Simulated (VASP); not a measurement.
# V in VASP: notebook

The runs below take V through single point, with PBE+U.

Program: VASP 6.6.1. These are calculated values, not measurements. Logs are shortened: lines on timing, memory, paths and dates and some standing lists are left out, and cuts for length are marked.

## 1. Starting point

The cell holds a slab with vacuum, 6 atoms: a = 2.621 Å, b = 2.621 Å, c = 25.699 Å, α = 90.00°, β = 90.00°, γ = 109.47°.

The slab is cut from a database's or a generator's crystal, which needn't be the stable form of the element.

## 2. Single point, PBE+U, collinear spin, antiferromagnetic start

The input, INCAR:

```
ALGO = Fast
DIPOL = 0.5 0.5 0.500
EDIFF = 1E-7
ENCUT = 520
GGA = PE
IDIPOL = 3
ISIF = 2
ISMEAR = -1
ISPIN = 2
LASPH = True
LCHARG = True
LDAU = True
LDAUJ = 0
LDAUL = 2
LDAUPRINT = 1
LDAUTYPE = 2
LDAUU = 2
LDIPOL = True
LELF = True
LMAXMIX = 4
LORBIT = 11
LREAL = False
LVACPOTAV = True
LVHAR = True
LWAVE = False
MAGMOM = 2 -2 2 -2 2 -2
NBANDS = 52
NELM = 120
PREC = Accurate
SIGMA = 0.05
```

The input, KPOINTS:

```
k-points
0
Gamma
  8 8 1
```

The input, POSCAR:

```
V
1.0
    2.6205928719      0.0000000000      0.0000000000
   -0.8735309573      2.4707186539      0.0000000000
    0.0000000000      0.0000000000     25.6985255994
V
6
Direct
    0.5000000000      0.5000000000      0.2918455369
    0.0000000000      0.0000000000      0.3751073221
    0.5000000000      0.5000000000      0.4583691074
    0.0000000000      0.0000000000      0.5416308926
    0.5000000000      0.5000000000      0.6248926779
    0.0000000000      0.0000000000      0.7081544631
```

Potentials or basis: VASP PAW PBE potentials, release 64 (V_sv).

Launch:

```
> cat potpaw_PBE.64/V_sv/POTCAR > POTCAR
> mpirun -np 1 vasp_std > vasp.out
```

OUTCAR:

```text
EDIFF = 1E-7
   ENCUT = 520
   GGA = PE
   ISIF = 2
   ISMEAR = -1
   ISPIN = 2
   LASPH = True
   LORBIT = 11
   LREAL = False
   NELM = 120
   PREC = Accurate

 ion  position               nearest neighbor table
   1  0.500  0.500  0.292-   2 2.62   2 2.62
   2  0.000  0.000  0.375-   1 2.62   1 2.62   3 2.62   3 2.62
   3  0.500  0.500  0.458-   4 2.62   4 2.62   2 2.62   2 2.62
   4  0.000  0.000  0.542-   3 2.62   3 2.62   5 2.62   5 2.62
   5  0.500  0.500  0.625-   6 2.62   6 2.62   4 2.62   4 2.62
   6  0.000  0.000  0.708-   5 2.62   5 2.62

  LATTYP: Found a base centered orthorhombic cell.
 ALAT       =     3.0260000000
 B/A-ratio  =     1.4142135624
 C/A-ratio  =     8.4925729012

  Lattice vectors:

 A1 = (   2.6205928719,   0.0000000000,   0.0000000000)
 A2 = (  -0.8735309573,   2.4707186539,   0.0000000000)
 A3 = (   0.0000000000,   0.0000000000,  25.6985255994)

Analysis of symmetry for initial positions (statically):
=====================================================================
 Subroutine PRICEL returns:
 Original cell was already a primitive cell.

 Routine SETGRP: Setting up the symmetry group for a
 base centered orthorhombic supercell.

 Subroutine GETGRP returns: Found  8 space group operations
 (whereof  4 operations were pure point group operations)
 out of a pool of  8 trial point group operations.

The static configuration has the point symmetry C_2v.
 The point group associated with its full space group is D_2h.

Analysis of symmetry for dynamics (positions and initial velocities):
=====================================================================
 Subroutine PRICEL returns:
 Original cell was already a primitive cell.

 Routine SETGRP: Setting up the symmetry group for a
 base centered orthorhombic supercell.

 Subroutine GETGRP returns: Found  8 space group operations
 (whereof  4 operations were pure point group operations)
 out of a pool of  8 trial point group operations.

The dynamic configuration has the point symmetry C_2v.
 The point group associated with its full space group is D_2h.

Analysis of structural, dynamic, and magnetic symmetry:
=====================================================================
 Subroutine PRICEL returns:
 Original cell was already a primitive cell.

 Routine SETGRP: Setting up the symmetry group for a
 base centered orthorhombic supercell.

 Subroutine GETGRP returns: Found  8 space group operations
 (whereof  4 operations were pure point group operations)
 out of a pool of  8 trial point group operations.

The overall configuration has the point symmetry C_2v.
 The point group associated with its full space group is D_2h.

 Subroutine INISYM returns: Found  8 space group operations
 (whereof  4 operations are pure point group operations),
 and found     1 'primitive' translations

----------------------------------------------------------------------------------------

                                     Primitive cell

  volume of cell :     166.3915

  direct lattice vectors                    reciprocal lattice vectors
     2.620592872  0.000000000  0.000000000     0.381593040  0.134913513  0.000000000
    -0.873530957  2.470718654  0.000000000     0.000000000  0.404740539  0.000000000
     0.000000000  0.000000000 25.698525599     0.000000000  0.000000000  0.038912738

  length of vectors
     2.620592872  2.620592872 25.698525599     0.404740539  0.404740539  0.038912738

  position of ions in fractional coordinates (direct lattice)
     0.500000000  0.500000000  0.291845537
     0.000000000  0.000000000  0.375107322
     0.500000000  0.500000000  0.458369107
     0.000000000  0.000000000  0.541630893
[... 98 lines left out ...]
     AMIX     =   0.40;   BMIX     =  1.00
     AMIX_MAG =   1.60;   BMIX_MAG =  1.00
  volume/ion in A,a.u.               =      27.73       187.14
  Fermi-wavevector in a.u.,A,eV,Ry     =   1.271733  2.403227 22.004775  1.617305
  Thomas-Fermi vector in A             =   2.404650
   LORBIT       =     11    0 simple, 1 ext, 2 COOP (PROOUT), +10 PAW based schemes
 LDA+U is selected, type is set to LDAUTYPE =  2
   angular momentum for each species LDAUL =     2
   U (eV)           for each species LDAUU =   2.0
   J (eV)           for each species LDAUJ =   0.0
   GGA     = PE    functional components
   LHFCALC =     F    Hartree Fock is set to
   AEXX    =    0.0000 exact exchange contribution
   IVDW    =     0    specifies the selected vdW correction
   LEPSILON=     F    determine dielectric tensor
   LRPA    =     F    only Hartree local field effects (RPA)
 spin polarized calculation
 RMM-DIIS sequential band-by-band and
  energy-cutoff  :      520.00
  volume of cell :      166.39
 maximum number of plane-waves:      4534
   NGX =  9   NGY =  9   NGZ = 95

 number of electron      77.9999992 magnetization       0.0000000

 dipolmoment           0.000000      0.000000      0.000000 electrons x Angstroem

atom =   1  type =  1  l = 2

 onsite density matrix

spin component  1
[... 182 lines left out ...]
  o =  0.0883  v = -0.3333  0.0000 -0.0000  0.0000 -0.9428  0.0000  0.0000  0.0000  0.0000  0.0000      0.0000  0.0000  0.0000  0.0000  0.0000  0.0000  0.0000  0.0000  0.0000  0.0000
  o =  0.1042  v = -0.0742 -0.0000 -0.9969 -0.0000  0.0262  0.0000  0.0000  0.0000  0.0000  0.0000      0.0000  0.0000  0.0000  0.0000  0.0000  0.0000  0.0000  0.0000  0.0000  0.0000
  o =  0.1076  v =  0.0000  0.8165 -0.0000  0.5774  0.0000  0.0000  0.0000  0.0000  0.0000  0.0000      0.0000  0.0000  0.0000  0.0000  0.0000  0.0000  0.0000  0.0000  0.0000  0.0000
  o =  0.1430  v =  0.0000  0.5774 -0.0000 -0.8165  0.0000  0.0000  0.0000  0.0000  0.0000  0.0000      0.0000  0.0000  0.0000  0.0000  0.0000  0.0000  0.0000  0.0000  0.0000  0.0000
  o =  0.2010  v = -0.9399  0.0000  0.0787 -0.0000  0.3323  0.0000  0.0000  0.0000  0.0000  0.0000      0.0000  0.0000  0.0000  0.0000  0.0000  0.0000  0.0000  0.0000  0.0000  0.0000
  o =  0.2956  v =  0.0000  0.0000  0.0000  0.0000  0.0000  0.8581 -0.0000 -0.4142  0.0000 -0.3034      0.0000  0.0000  0.0000  0.0000  0.0000  0.0000  0.0000  0.0000  0.0000  0.0000
  o =  0.3683  v =  0.0000  0.0000  0.0000  0.0000  0.0000 -0.0000 -0.5774  0.0000  0.8165 -0.0000      0.0000  0.0000  0.0000  0.0000  0.0000  0.0000  0.0000  0.0000  0.0000  0.0000
  o =  0.5376  v =  0.0000  0.0000  0.0000  0.0000  0.0000 -0.3905  0.0000 -0.9102  0.0000  0.1381      0.0000  0.0000  0.0000  0.0000  0.0000  0.0000  0.0000  0.0000  0.0000  0.0000
  o =  0.5823  v =  0.0000  0.0000  0.0000  0.0000  0.0000  0.3333  0.0000 -0.0000  0.0000  0.9428      0.0000  0.0000  0.0000  0.0000  0.0000  0.0000  0.0000  0.0000  0.0000  0.0000
  o =  0.6030  v =  0.0000  0.0000  0.0000  0.0000  0.0000  0.0000 -0.8165 -0.0000 -0.5774  0.0000      0.0000  0.0000  0.0000  0.0000  0.0000  0.0000  0.0000  0.0000  0.0000  0.0000

 number of electron      77.9999992 magnetization      -0.0000000

 dipolmoment           0.000000      0.000000     -0.000000 electrons x Angstroem

 Free energy of the ion-electron system (eV)
  ---------------------------------------------------
  ext. energy  EPLUGINS =         0.00000000
  ---------------------------------------------------
  free energy    TOTEN  =       -39.58765861 eV

  energy without entropy =      -39.52434554  energy(sigma->0) =      -39.55600208

 E-fermi :   2.9992     XC(G=0):  -7.1816

 val. band max:        2.9911876777   @ k =  -0.2500   0.1250   0.0000
 cond. band min:       3.0014532823   @ k =   0.3750   0.0000   0.0000
 fundamental gap:      0.0102656047
 Fermi energy:         2.9991636421

 spin component 1

 k-point     1 :       0.0000    0.0000    0.0000
  band No.  band energies     occupation
      1     -62.0184      1.00000
      2     -61.5120      1.00000
      3     -61.4948      1.00000
      4     -60.6077      1.00000
      5     -60.5538      1.00000
      6     -60.3050      1.00000
[... 1123 lines left out ...]
     50       5.9120      0.00000
     51       6.3899      0.00000
 Fermi energy:         2.9991636421

 spin component 2

 k-point     1 :       0.0000    0.0000    0.0000
  band No.  band energies     occupation
      1     -62.0184      1.00000
      2     -61.5120      1.00000
      3     -61.4948      1.00000
      4     -60.6077      1.00000
      5     -60.5538      1.00000
      6     -60.3050      1.00000
[... 1123 lines left out ...]
     50       5.9119      0.00000
     51       6.3827      0.00000
 [bands above 51 left out]

------------------------ aborting loop because EDIFF is reached ----------------------------------------

  FORCE on cell =-STRESS in cart. coord.  units (eV):
  Direction    XX          YY          ZZ          XY          YZ          ZX
  --------------------------------------------------------------------------------------
  -------------------------------------------------------------------------------------
  Total        3.9476137      3.3540087     -0.8996758     -0.8394842      0.0000000      0.0000000
  in kB       38.0114271     32.2956264     -8.6629452     -8.0833629      0.0000000      0.0000000
  external PRESSURE =      20.5480361 kB  Pullay stress =       0.0000000 kB

 VOLUME and BASIS-vectors are now :
 -----------------------------------------------------------------------------
  energy-cutoff  :      520.00
  volume of cell :      166.39
      direct lattice vectors                 reciprocal lattice vectors
     2.620592872  0.000000000  0.000000000     0.381593040  0.134913513  0.000000000
    -0.873530957  2.470718654  0.000000000     0.000000000  0.404740539  0.000000000
     0.000000000  0.000000000 25.698525599     0.000000000  0.000000000  0.038912738

 POSITION                                       TOTAL-FORCE (eV/Angst)
 -----------------------------------------------------------------------------------
      0.87353      1.23536      7.50000        -0.000000      0.000000      0.248230
      0.00000      0.00000      9.63971         0.000000      0.000000     -0.263800
      0.87353      1.23536     11.77941         0.000000      0.000000     -0.038560
      0.00000      0.00000     13.91912         0.000000      0.000000      0.038560
      0.87353      1.23536     16.05882        -0.000000      0.000000      0.263800
      0.00000      0.00000     18.19853        -0.000000      0.000000     -0.248230
 -----------------------------------------------------------------------------------
    total drift:                               -0.000000      0.000000      0.000000

  FREE ENERGIE OF THE ION-ELECTRON SYSTEM (eV)
  ---------------------------------------------------
  free  energy   TOTEN  =       -39.5876586080 eV

  energy  without entropy=      -39.5243455429  energy(sigma->0) =      -39.55600208

 vacuum level on the upper side and lower side of the slab         7.052         7.052

 total charge

# of ion       s       p       d       tot
------------------------------------------
    1        2.336   6.162   3.006  11.505
    2        2.338   6.227   3.016  11.581
    3        2.340   6.233   3.005  11.578
    4        2.340   6.233   3.005  11.578
    5        2.338   6.227   3.016  11.581
    6        2.336   6.162   3.006  11.505
--------------------------------------------------
tot         14.028  37.243  18.055  69.327

 magnetization (x)

# of ion       s       p       d       tot
------------------------------------------
    1        0.028   0.060   1.733   1.821
    2       -0.019  -0.011  -0.917  -0.948
    3        0.018   0.024   0.953   0.995
    4       -0.018  -0.024  -0.953  -0.995
    5        0.019   0.011   0.917   0.948
    6       -0.028  -0.060  -1.733  -1.821
--------------------------------------------------
tot          0.000   0.000   0.000   0.000
```

It took 13 min on 1 thread of Intel Xeon Platinum 8488C (Sapphire Rapids), shared host; peak memory 0.46 GiB.

Results:

| Property | Result |
| --- | --- |
| Free energy | -39.5877 eV |
| Largest force | 0.264 eV/Å |
| Band gap on the k mesh | none (metal or under the smearing width) |
| Net moment | 0.00 μB per cell |
| Site moments | V +1.82, -0.95, +0.99, -0.99, +0.95, -1.82 μB |
| Valence electrons inside the program's atomic spheres | V 11.51, 11.58 |
| Work function of the upper face | 4.05 eV |
| Work function of the lower face | 4.05 eV |

Forces in eV/Å, atoms in the order of the input:
```
V    0.000  0.000  0.248
V    0.000  0.000 -0.264
V    0.000  0.000 -0.039
V    0.000  0.000  0.039
V    0.000  0.000  0.264
V    0.000  0.000 -0.248
```

Eigenvalues of the final occupation matrices:
| site | spin | trace | eigenvalues |
| --- | --- | --- | --- |
| site 1 d | 1 | 2.39 | 0.30 0.37 0.54 0.58 0.60 |
| site 1 d | 2 | 0.64 | 0.09 0.10 0.11 0.14 0.20 |
| site 2 d | 1 | 1.06 | 0.18 0.19 0.20 0.23 0.26 |
| site 2 d | 2 | 1.98 | 0.27 0.29 0.44 0.45 0.54 |
| site 3 d | 1 | 2.00 | 0.28 0.28 0.45 0.46 0.52 |
| site 3 d | 2 | 1.04 | 0.16 0.20 0.21 0.23 0.24 |
| site 4 d | 1 | 1.04 | 0.16 0.20 0.21 0.23 0.24 |
| site 4 d | 2 | 2.00 | 0.28 0.28 0.45 0.46 0.52 |
| site 5 d | 1 | 1.98 | 0.27 0.29 0.44 0.45 0.54 |
| site 5 d | 2 | 1.06 | 0.18 0.19 0.20 0.23 0.26 |
| site 6 d | 1 | 0.64 | 0.09 0.10 0.11 0.14 0.20 |
| site 6 d | 2 | 2.39 | 0.30 0.37 0.54 0.58 0.60 |

Caveat: the U is typed as a test and isn't derived for this compound. The state reached can hang on the start; a lower one may exist.

## 3. Single point, PBE+U, collinear spin, antiferromagnetic start

INCAR: that of step 2 with these lines changed.

```diff
@@ -16,3 +16,3 @@
 LDAUTYPE = 2
-LDAUU = 2
+LDAUU = 3
 LDIPOL = True
```

KPOINTS is that of step 2.

POSCAR is that of step 2.

Potentials or basis: VASP PAW PBE potentials, release 64 (V_sv).

Launch:

```
> cat potpaw_PBE.64/V_sv/POTCAR > POTCAR
> mpirun -np 1 vasp_std > vasp.out
```

Run time: 13 min. Hardware: 1 thread of Intel Xeon Platinum 8488C (Sapphire Rapids), shared host; peak memory 0.46 GiB.

It converged, with:

```yaml
Free_energy: -34.3604 eV
Largest_force: 0.255 eV/Å
Band_gap_on_the_k_mesh: none (metal or under the smearing width)
Net_moment: 0.00 μB per cell
Site_moments: V +2.38, -1.77, +1.79, -1.79, +1.77, -2.38 μB
Valence_electrons_inside_the_program's_atomic_spheres: V 11.53, 11.60
Work_function_of_the_upper_face: 3.94 eV
Work_function_of_the_lower_face: 3.94 eV
```

Forces in eV/Å, atoms in the order of the input:
```
V    0.000  0.000 -0.131
V    0.000  0.000 -0.255
V    0.000  0.000 -0.026
V    0.000  0.000  0.026
V    0.000  0.000  0.255
V    0.000  0.000  0.131
```

Levels at points of the mesh, in eV from the Fermi level:
Spin up:
```csv
k point,band 37,band 38,band 39,band 40,band 41,band 42
"(0.00, 0.00, 0.00)",-0.27,-0.12,-0.02,0.41,0.62,0.87
"(0.50, 0.00, 0.00)",0.01,0.12,0.43,0.61,0.65,1.00
"(0.50, 0.50, 0.00)",-0.81,0.05,0.31,1.15,1.18,1.69
```
Spin down:
| k point | band 35 | band 36 | band 37 | band 38 | band 39 | band 40 | band 41 | band 42 | band 43 | band 44 |
| --- | --- | --- | --- | --- | --- | --- | --- | --- | --- | --- |
| (0.00, 0.00, 0.00) | -0.85 | -0.43 | -0.27 | -0.12 | -0.02 | 0.41 | 0.62 | 0.87 | 1.16 | 1.17 |
| (0.50, 0.00, 0.00) | -0.79 | -0.48 | 0.01 | 0.12 | 0.43 | 0.61 | 0.65 | 1.00 | 1.53 | 1.59 |
| (0.50, 0.50, 0.00) | -1.47 | -1.15 | -0.81 | 0.05 | 0.31 | 1.15 | 1.18 | 1.69 | 1.90 | 2.18 |

Eigenvalues of the final occupation matrices:
```
    site  spin  trace               eigenvalues
site 1 d     1   2.67  0.28 0.40 0.61 0.63 0.74
site 1 d     2   0.39  0.05 0.06 0.06 0.08 0.14
site 2 d     1   0.67  0.10 0.12 0.15 0.15 0.15
site 2 d     2   2.39  0.26 0.31 0.53 0.57 0.72
site 3 d     1   2.39  0.27 0.31 0.54 0.57 0.70
site 3 d     2   0.66  0.08 0.11 0.15 0.16 0.16
site 4 d     1   0.66  0.08 0.11 0.15 0.16 0.16
site 4 d     2   2.39  0.27 0.31 0.54 0.57 0.70
site 5 d     1   2.39  0.26 0.31 0.53 0.57 0.72
site 5 d     2   0.67  0.10 0.12 0.15 0.15 0.15
site 6 d     1   0.39  0.05 0.06 0.06 0.08 0.14
site 6 d     2   2.67  0.28 0.40 0.61 0.63 0.74
```

Caveat: the U is typed as a test and isn't derived for this compound. The state reached can hang on the start; a lower one may exist.
